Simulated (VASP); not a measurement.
GaAs:

```xyz
2
Lattice="0.0000 2.8751 2.8751 2.8751 0.0000 2.8751 2.8751 2.8751 0.0000" Properties=species:S:1:pos:R:3 pbc="T T T"
Ga    0.0000    0.0000    0.0000
As    4.3126    4.3126    4.3126
```

The cell is a database's computed one.

| Quantity | Value |
| --- | --- |
| Program | VASP 6.6.1 |
| Task | relaxation of cell and atoms |
| Functional | r2SCAN |
| Potentials or basis | VASP PAW PBE potentials, release 64 (Ga_d, As) |
| Cutoff | 600 eV |
| k mesh | 8 × 8 × 8 |
| Occupations | gaussian, width 0.02 eV |
| Spin | no spin polarisation |

At the start: pressure -2.8 GPa; volume 23.77 Å³/atom.

Q: How do energy, volume and symmetry change on relaxing?

A: Over 3 steps the energy falls by 9.4 meV/atom and the volume is 22.75 Å³/atom (-4.3 %); space group F-43m (No. 216, to 0.05 Å).

The path:
```csv
step,energy change (eV),largest force (eV/Å),pressure (GPa),volume (Å³)
1,0.0000,0.0000,-2.85,47.53
2,-0.0153,0.0000,1.39,44.68
3,-0.0188,0.0000,-0.05,45.51
```

Final structure:
```
Ga As
1.0
     0.00000    2.83364    2.83364
     2.83364    0.00000    2.83364
     2.83364    2.83364    0.00000
Ga As
1 1
Direct
  0.00000 0.00000 0.00000
  0.75000 0.75000 0.75000
```

Caveat: the PAW data sets were made with another functional, which shifts forces and pressure a little.
